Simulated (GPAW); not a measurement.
# BN (F-43m) in GPAW: a series of runs

The runs below take BN through band structure, piezoelectric tensor, with PBE, vdW-DF2.

All numbers are computed with GPAW 26.7.0; they aren't measurements. Logs are shortened: lines on timing, memory, paths and dates and some standing lists are left out, and cuts for length are marked. The log counts tension as positive stress, the text compression.

**What was measured.**

From a printed reference work, monograph, for a bulk crystal of BN at 300 K: band gap 6.4 eV (indirect).

The results are compared with them further down.

## (1) Starting point

It takes space group F-43m (No. 216, cubic). Conventional cell: a = 3.626 Å, b = 3.626 Å, c = 3.626 Å, α = 90.00°, β = 90.00°, γ = 90.00°. N (site symmetry -43m) is surrounded by 4 B at 1.57 Å. B (site symmetry -43m) has 4 N at 1.57 Å as nearest neighbours.

The cell is a database's computed one.

## (2) Band structure, PBE

Contents of run.py:

```python
import spglib
from ase import Atoms
from ase.dft.bandgap import bandgap
from ase.io import read, write
from ase.units import GPa
from gpaw import GPAW, PW, setup_paths

setup_paths.insert(0, '.')

atoms = read('BN.cif')
cell, positions, numbers = spglib.find_primitive(
    (atoms.cell[:], atoms.get_scaled_positions(), atoms.numbers), symprec=1e-4)
atoms = Atoms(numbers, cell=cell, scaled_positions=positions, pbc=True)

calc = GPAW(mode=PW(1100),
            xc='PBE',
            kpts={'size': (10, 10, 10), 'gamma': True},
            occupations={'name': 'fermi-dirac', 'width': 0.05},
            setups='sg15',
            nbands=-7,
            convergence={'density': 1e-05, 'energy': 1e-05},
            maxiter=150,
            txt='gpaw.txt')
atoms.calc = calc
energy = atoms.get_potential_energy()
forces = atoms.get_forces()
stress = atoms.get_stress()
calc.write('gs.gpw')
write('result.traj', atoms)
print(f'Energy: {energy:.6f} eV')
print('Forces (eV/A):')
print(forces.round(4))
print('Stress (GPa):', (stress / GPa).round(3))
print('Fermi level:', round(calc.get_fermi_level(), 4), 'eV')
print(f'Gap: {bandgap(calc)[0]:.4f} eV, direct: {bandgap(calc, direct=True)[0]:.4f} eV')

path = atoms.cell.bandpath('GXWKGLUWLK,UX', npoints=60, eps=1e-4)
bs_calc = calc.fixed_density(kpts=path, symmetry='off', nbands=-14,
                             convergence={'bands': 'CBM+6.0', 'eigenstates': 1e-6}, txt='bands.txt')
bs = bs_calc.band_structure()
bs.write('bs.json')
print(f'Gap on the path: {bandgap(bs_calc)[0]:.4f} eV')
```

Contents of BN.cif:

```cif
data_BN
_cell_length_a 3.62600200
_cell_length_b 3.62600200
_cell_length_c 3.62600200
_cell_angle_alpha 90.00000000
_cell_angle_beta 90.00000000
_cell_angle_gamma 90.00000000
_space_group_name_H-M_alt 'F-43m'
_space_group_name_Hall 'F -4 2 3'
_space_group_IT_number 216
loop_
_space_group_symop_operation_xyz
'x,y,z'
'y,-x,-z'
'-x,-y,z'
'-y,x,-z'
'x,-y,-z'
'y,x,z'
'-x,y,-z'
'-y,-x,z'
'z,x,y'
'-z,y,-x'
'z,-x,-y'
'-z,-y,x'
'-z,x,-y'
'z,y,x'
'-z,-x,y'
'z,-y,-x'
'y,z,x'
'-x,-z,y'
'-y,z,-x'
'x,-z,-y'
'-y,-z,x'
'x,z,y'
'y,-z,-x'
'-x,z,-y'
'x,y+1/2,z+1/2'
'y,-x+1/2,-z+1/2'
'-x,-y+1/2,z+1/2'
'-y,x+1/2,-z+1/2'
'x,-y+1/2,-z+1/2'
'y,x+1/2,z+1/2'
'-x,y+1/2,-z+1/2'
'-y,-x+1/2,z+1/2'
'z,x+1/2,y+1/2'
'-z,y+1/2,-x+1/2'
'z,-x+1/2,-y+1/2'
'-z,-y+1/2,x+1/2'
'-z,x+1/2,-y+1/2'
'z,y+1/2,x+1/2'
'-z,-x+1/2,y+1/2'
'z,-y+1/2,-x+1/2'
'y,z+1/2,x+1/2'
'-x,-z+1/2,y+1/2'
'-y,z+1/2,-x+1/2'
'x,-z+1/2,-y+1/2'
'-y,-z+1/2,x+1/2'
'x,z+1/2,y+1/2'
'y,-z+1/2,-x+1/2'
'-x,z+1/2,-y+1/2'
'x+1/2,y,z+1/2'
'y+1/2,-x,-z+1/2'
'-x+1/2,-y,z+1/2'
'-y+1/2,x,-z+1/2'
'x+1/2,-y,-z+1/2'
'y+1/2,x,z+1/2'
'-x+1/2,y,-z+1/2'
'-y+1/2,-x,z+1/2'
'z+1/2,x,y+1/2'
'-z+1/2,y,-x+1/2'
'z+1/2,-x,-y+1/2'
'-z+1/2,-y,x+1/2'
'-z+1/2,x,-y+1/2'
'z+1/2,y,x+1/2'
'-z+1/2,-x,y+1/2'
'z+1/2,-y,-x+1/2'
'y+1/2,z,x+1/2'
'-x+1/2,-z,y+1/2'
'-y+1/2,z,-x+1/2'
'x+1/2,-z,-y+1/2'
'-y+1/2,-z,x+1/2'
'x+1/2,z,y+1/2'
'y+1/2,-z,-x+1/2'
'-x+1/2,z,-y+1/2'
'x+1/2,y+1/2,z'
'y+1/2,-x+1/2,-z'
'-x+1/2,-y+1/2,z'
'-y+1/2,x+1/2,-z'
'x+1/2,-y+1/2,-z'
'y+1/2,x+1/2,z'
'-x+1/2,y+1/2,-z'
'-y+1/2,-x+1/2,z'
'z+1/2,x+1/2,y'
'-z+1/2,y+1/2,-x'
'z+1/2,-x+1/2,-y'
'-z+1/2,-y+1/2,x'
'-z+1/2,x+1/2,-y'
'z+1/2,y+1/2,x'
'-z+1/2,-x+1/2,y'
'z+1/2,-y+1/2,-x'
'y+1/2,z+1/2,x'
'-x+1/2,-z+1/2,y'
'-y+1/2,z+1/2,-x'
'x+1/2,-z+1/2,-y'
'-y+1/2,-z+1/2,x'
'x+1/2,z+1/2,y'
'y+1/2,-z+1/2,-x'
'-x+1/2,z+1/2,-y'
loop_
_atom_site_label
_atom_site_type_symbol
_atom_site_symmetry_multiplicity
_atom_site_Wyckoff_symbol
_atom_site_fract_x
_atom_site_fract_y
_atom_site_fract_z
_atom_site_occupancy
N1 N 4 d 0.2500000000 0.2500000000 0.7500000000 1
B1 B 4 a 0.0000000000 0.0000000000 0.0000000000 1
```

Potentials or basis: SG15 ONCV 1.2, pw.

Run with:

```
OMP_NUM_THREADS=1 python run.py
```

gpaw.txt:

```text
__  _  _
 | _ |_)|_||  |
 |__||  | ||/\| - 26.7.0

Input parameters:
  mode=PW(ecut=1100.0),
  convergence={'density': 1e-05, 'energy': 1e-05},
  kpts=MonkhorstPack(size=(10, 10, 10), gamma=True),
  maxiter=150,
  nbands=-7,
  occupations=Occupations(name='fermi-dirac', width=0.05),
  setups={'default': 'sg15'},
  xc=XC(name='PBE')

Diagonalizing LCAO Hamiltonian
Converting LCAO to pw mode

                N

       B

Atoms  # Å, Bohr magnetons
|   | symbol |        x |        y |        z |    initial magnetic moments |
|---|--------|----------|----------|----------|-----------------------------|
| 0 |      N | 2.719501 | 2.719501 | 2.719501 | ( 0.0000,  0.0000,  0.0000) |
| 1 |      B | 0.000000 | 0.000000 | 0.000000 | ( 0.0000,  0.0000,  0.0000) |

Unit cell  # Å
| periodic |        x |        y |        z |  lengths |    angles |
|----------|----------|----------|----------|----------|-----------|
|      yes | 0.000000 | 1.813001 | 1.813001 | 2.563971 | 60.000000 |
|      yes | 1.813001 | 0.000000 | 1.813001 | 2.563971 | 60.000000 |
|      yes | 1.813001 | 1.813001 | 0.000000 | 2.563971 | 60.000000 |

Number of symmetries: 24
Symmetry operations  # r_c * U_cc + t_c -> r_c
|    | kind |            matrix            |
|----|------|------------------------------|
|  0 |  E   |  1, 0, 0,  0, 1, 0,  0, 0, 1 |
|  1 |  σ   |  1, 0, 0,  0, 0, 1,  0, 1, 0 |
|  2 |  σ   |  1, 0,-1,  0, 1,-1,  0, 0,-1 |
|  3 |  C3  |  1, 0,-1,  0, 0,-1,  0, 1,-1 |
|  4 |  C3  |  1,-1, 0,  0,-1, 1,  0,-1, 0 |
|  5 |  σ   |  1,-1, 0,  0,-1, 0,  0,-1, 1 |
|  6 |  σ   |  0, 1, 0,  1, 0, 0,  0, 0, 1 |
|  7 |  C3  |  0, 1, 0,  0, 0, 1,  1, 0, 0 |
|  8 |  C2  |  0, 1,-1,  1, 0,-1,  0, 0,-1 |
|  9 |  S4  |  0, 1,-1,  0, 0,-1,  1, 0,-1 |
| 10 |  C3  |  0, 0, 1,  1, 0, 0,  0, 1, 0 |
| 11 |  σ   |  0, 0, 1,  0, 1, 0,  1, 0, 0 |
| 12 |  S4  |  0, 0,-1,  1, 0,-1,  0, 1,-1 |
| 13 |  C3  |  0, 0,-1,  0, 1,-1,  1, 0,-1 |
| 14 |  S4  |  0,-1, 1,  1,-1, 0,  0,-1, 0 |
| 15 |  C2  |  0,-1, 1,  0,-1, 0,  1,-1, 0 |
| 16 |  C3  |  0,-1, 0,  1,-1, 0,  0,-1, 1 |
| 17 |  S4  |  0,-1, 0,  0,-1, 1,  1,-1, 0 |
| 18 |  S4  | -1, 1, 0, -1, 0, 1, -1, 0, 0 |
| 19 |  C3  | -1, 1, 0, -1, 0, 0, -1, 0, 1 |
| 20 |  C3  | -1, 0, 1, -1, 1, 0, -1, 0, 0 |
| 21 |  S4  | -1, 0, 1, -1, 0, 0, -1, 1, 0 |
| 22 |  σ   | -1, 0, 0, -1, 1, 0, -1, 0, 1 |
| 23 |  C2  | -1, 0, 0, -1, 0, 1, -1, 1, 0 |

BZ-sampling:
  Number of BZ points: 1000
  Number of IBZ points: 47

  Monkhorst-Pack size: [10, 10, 10]
  Monkhorst-Pack shift: [0.05, 0.05, 0.05]

K-points  # in reciprocal-cell coordinates
|     |                                coordinates |     weight |
|-----|--------------------------------------------|------------|
|   0 | (  0.00000000,   0.00000000,   0.00000000) | 0.00100000 |
|   1 | (  0.10000000,   0.10000000,   0.00000000) | 0.00600000 |
|   2 | (  0.10000000,   0.10000000,   0.10000000) | 0.00800000 |
|   3 | (  0.20000000,   0.10000000,   0.10000000) | 0.01200000 |
|   4 | (  0.20000000,   0.20000000,   0.00000000) | 0.00600000 |
|   5 | (  0.20000000,   0.20000000,   0.10000000) | 0.02400000 |
|   6 | (  0.20000000,   0.20000000,   0.20000000) | 0.00800000 |
|   7 | (  0.30000000,   0.20000000,   0.10000000) | 0.02400000 |
|   8 | (  0.30000000,   0.20000000,   0.20000000) | 0.02400000 |
|   9 | (  0.30000000,   0.30000000,   0.00000000) | 0.00600000 |
| ... |                                            |            |
|  46 | (  0.50000000,   0.50000000,   0.50000000) | 0.00400000 |

Plane wave coefficients: 999
Cutoff: 1100.0 eV

Spin-components: 1 (collinear spins)
Bands:           11
Projectors:      8
Spin-degeneracy: 2
Datatype:        complex128

Parallelization:
  kpt:    1
  domain: 1
  band:   1

Density:
  Valence electrons: 8.0
  Components: 1
  Grid points: [20 20 20]
  Charge: 0.0  # |e|

Potential:
  Grid points: [20 20 20]

species:
  Norm-conserving UPF setup:
    Element:    N
    Z:          7
    Valence:  5.0
  Projectors:
    l=0 rcut=1.63
    l=0 rcut=1.63
    l=1 rcut=1.63
    l=1 rcut=1.63
  No states stored on this setup
  Local potential cutoff: 1.44
  Comp charge cutoff:     1.44
  File: ./N_ONCV_PBE-1.2.upf

    LCAO basis set for N:
      Name: atompaw.sz
      This basis set was not loaded from a file
      Number of radial functions: 2
      Number of spherical harmonics: 4
        l=0, rc=8.9500 Bohr: 2s e=-0.683 f=2.000
        l=1, rc=8.9500 Bohr: 2p e=-0.263 f=3.000
      Number of RI-basis functions 0

  Norm-conserving UPF setup:
    Element:    B
    Z:          5
    Valence:  3.0
  Projectors:
    l=0 rcut=1.93
    l=0 rcut=1.93
    l=1 rcut=1.93
    l=1 rcut=1.93
  No states stored on this setup
  Local potential cutoff: 2.14
  Comp charge cutoff:     2.14
  File: ./B_ONCV_PBE-1.2.upf

    LCAO basis set for B:
      Name: atompaw.sz
      This basis set was not loaded from a file
      Number of radial functions: 2
      Number of spherical harmonics: 4
        l=0, rc=8.9500 Bohr: 2s e=-0.344 f=2.000
        l=1, rc=8.9500 Bohr: 2p e=-0.132 f=1.000
      Number of RI-basis functions 0

Reference energy: 0.000000  # eV

eigensolver:
  PPCG
  Converge bands: occupied
  niter=2

density mixing:
  MSR1-Mixer
  Pratt-step length: 0.05
  Maximum mixing coefficient: 0.75
  Old densities: 10
  SVD Regularization: 0.005
  Good broyden scale: 1.0
  Trust region scale: 1.0
  Backstep threshold: 4.0
  History deletion threshold: 6.0
  Fourier metric: weight=20.0, sigma=0.015

occupation numbers:
  Fermi-Dirac:
    width: 0.0500  # eV

poisson solver:
  ecut: 8800.0  # eV

xc functional:
  name: PBE with 2 nearest neighbor stencil

convergence criteria:
[... 6 lines left out ...]
|iter     | |      energy | eigst |  dens |
|---------|-|-------------|-------|-------|
|iter:   1| | -351.387942 | +0.23 |       |
|iter:   2| | -351.185178 | -1.82 | -0.71 |
|iter:   3| | -350.374772 | -0.93 | -0.75 |
|iter:   4| | -350.359787 | -2.71 | -1.36 |
|iter:   5| | -350.358478 | -3.26 | -1.79 |
|iter:   6| | -350.358505 | -5.14 | -2.58 |
|iter:   7| | -350.358505c| -6.40 | -3.56 |
|iter:   8| | -350.358505c| -8.10c| -4.33 |
|iter:   9| | -350.358505c| -8.37c| -5.18c|

Converged in 9 steps
Energy contributions relative to reference atoms: (reference = 0.000000)

Energy contributions:
  Kinetic:         234.245751
  Coulomb:        -502.872109
  Zero:             19.563101
  External:          0.000000
  Xc:             -101.295248
  Entropy:          -0.000000
  Spinorbit:         0.000000
  ----------------------------
  Free energy:    -350.358505
  Extrapolated:   -350.358505

dipole moment: (-3.717125, -3.717125, -3.717125)  # |e|*Ang

Fermi level: 10.989
Eigenvalues  # (at kpt = [0.000, 0.000, 0.000])
| band index |      eig [eV] | occ [0-2] |
|------------|---------------|-----------|
|          0 |       -11.211 |     2.000 |
|          1 |         8.875 |     2.000 |
|          2 |         8.875 |     2.000 |
|          3 |         8.875 |     2.000 |
|          4 |        17.636 |     0.000 |
|          5 |        17.636 |     0.000 |
|          6 |        17.636 |     0.000 |
|          7 |        19.105 |     0.000 |
|          8 |        33.455 |     0.000 |
|          9 |        37.114 |     0.000 |
|         10 |        37.259 |     0.000 |

Gap: 4.531 eV
Transition (v -> c):
  (s=0, k=0, n=3, [0.00, 0.00, 0.00]) -> (s=0, k=41, n=4, [0.50, 0.50, 0.00])
Direct/indirect transitions are different
Direct gap: 8.761 eV
Transition at: (s=0, k=0, n=3, [0.00, 0.00, 0.00])

Forces  # eV/Ang
|       x |        y |        z |
|---------|----------|----------|
| 0.00000 |  0.00000 |  0.00000 |  # N    0
| 0.00000 | -0.00000 | -0.00000 |  # B    1

Stress tensor  # eV/Ang^3
|        x |        y |        z |
|----------|----------|----------|
| 0.009553 | 0.000000 | 0.000000 |
| 0.000000 | 0.009553 | 0.000000 |
| 0.000000 | 0.000000 | 0.009553 |

# Writing to gs.gpw (mode='')
```

Run time: 18 s. Hardware: 1 thread of Arm Neoverse V1, shared host; peak memory 0.19 GiB.

What came out:

| Item | Value |
| --- | --- |
| Free energy | -350.3585 eV |
| Pressure | -1.5 GPa |
| Band gap on the k mesh | 4.53 eV, indirect (least direct gap 8.76 eV) |
| Band gap along the path | 4.53 eV, indirect (least direct gap 8.76 eV) |

Levels at the corners of the path, in eV from the valence-band top:
| point | band 2 | band 3 | band 4 | band 5 | band 6 | band 7 |
| --- | --- | --- | --- | --- | --- | --- |
| Γ | 0.00 | 0.00 | 0.00 | 8.76 | 8.76 | 8.76 |
| X | -8.84 | -4.88 | -4.88 | 4.53 | 9.28 | 17.69 |
| W | -7.54 | -6.89 | -6.45 | 9.62 | 13.19 | 14.50 |
| K | -8.07 | -7.59 | -4.05 | 6.96 | 12.84 | 15.66 |
| Γ | 0.00 | 0.00 | 0.00 | 8.76 | 8.76 | 8.76 |
| L | -10.60 | -1.94 | -1.94 | 10.08 | 10.68 | 10.68 |
| U | -8.07 | -7.59 | -4.05 | 6.96 | 12.84 | 15.66 |
| W | -7.54 | -6.89 | -6.45 | 9.62 | 13.19 | 14.50 |
| L | -10.60 | -1.94 | -1.94 | 10.08 | 10.68 | 10.68 |
| K | -8.07 | -7.59 | -4.05 | 6.96 | 12.84 | 15.66 |
| U | -8.07 | -7.59 | -4.05 | 6.96 | 12.84 | 15.66 |
| X | -8.84 | -4.88 | -4.88 | 4.53 | 9.28 | 17.69 |

[end of part 1 of 2]
